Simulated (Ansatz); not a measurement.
## HfO2: changing the choice of potentials or basis

```
CELL_PARAMETERS angstrom
3.55802 0.00000 0.00000
0.00000 3.55802 0.00000
0.00000 0.00000 5.17186
ATOMIC_POSITIONS crystal
Hf 0.00000 0.00000 0.00000
Hf 0.50000 0.50000 0.50000
O 0.00000 0.50000 0.19721
O 0.50000 0.00000 0.30279
O 0.50000 0.00000 0.80279
O 0.00000 0.50000 0.69721
```

Measurements of this composition are mostly on another form, of space group No. 14.

Kept alike: task single point; functional PBE; k mesh 8 × 8 × 5; occupations fermi-dirac, width 0.05 eV; no spin polarisation. Program: Ansatz. Cutoffs run from 930 to 1796 eV. The mesh is that of the run's cell of 6 atoms. No spin-orbit coupling.

| choice of potentials or basis | pressure (GPa) |
| --- | --- |
| Ansatz NC | 9.99 |
| Ansatz PAW (files of its older set among them) | 10.07 |
| JTH PAW | 7.27 |
| PseudoDojo standard (PBE files) | 7.36 |
| PseudoDojo stringent (PBE files) | 9.19 |
| SPMS NC | 7.58 |

Pressure is positive in compression, with a Pulay correction for the finite cutoff.

Question: What does the choice of potentials or basis change here?

Answer: The pressure runs from 7.27 (JTH PAW) to 10.07 GPa (Ansatz PAW (files of its older set among them)).
